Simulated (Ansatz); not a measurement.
Crystal: Sb.

```
Sb
1.0
    -1.87134    1.87134    1.87134
     1.87134   -1.87134    1.87134
     1.87134    1.87134   -1.87134
Sb
1
Direct
  0.00000 0.00000 0.00000
```

This isn't the form of Sb at room conditions, which is rhombohedral.

```yaml
Program: Ansatz 0.2.0
Task: relaxation of cell and atoms
Functional: HF
Potentials_or_basis: Ansatz PAW
Cutoff: "420 eV (not typed: the program's choice for these potentials)"
k_mesh: 5 × 5 × 5
Occupations: fermi-dirac, width 0.05 eV
Spin: no spin polarisation
```

At the start: volume 26.21 Å³/atom.

Problem. Where does the relaxation end?

Solution. It ends after 5 steps and the volume is 27.99 Å³/atom (+6.8 %); space group Im-3m (No. 229, to 0.05 Å).

Step by step:
| step | energy change (eV) | largest force (eV/Å) | volume (Å³) |
| --- | --- | --- | --- |
| 1 | 0.0000 | 0.0000 | 26.21 |
| 2 | -0.0145 | 0.0000 | 29.29 |
| 3 | -0.0266 | 0.0000 | 28.15 |
| 4 | -0.0268 | 0.0000 | 27.99 |
| 5 | -0.0274 | 0.0000 | 27.99 |

Final structure:
```
Sb
1.0
    -1.91279    1.91279    1.91279
     1.91279   -1.91279    1.91279
     1.91279    1.91279   -1.91279
Sb
1
Cartesian
  0.0000 0.0000 0.0000
```

Caveat: the k mesh is coarse (spacing up to 0.47 Å⁻¹), so the values aren't converged, least of all with exact exchange; the plane-wave basis is chosen anew once the cell has moved, so the energies of steps on either side of that aren't comparable; the PAW data sets come from PBE, with cores solved anew for the run's functional, which leaves a small shift of forces and pressure.
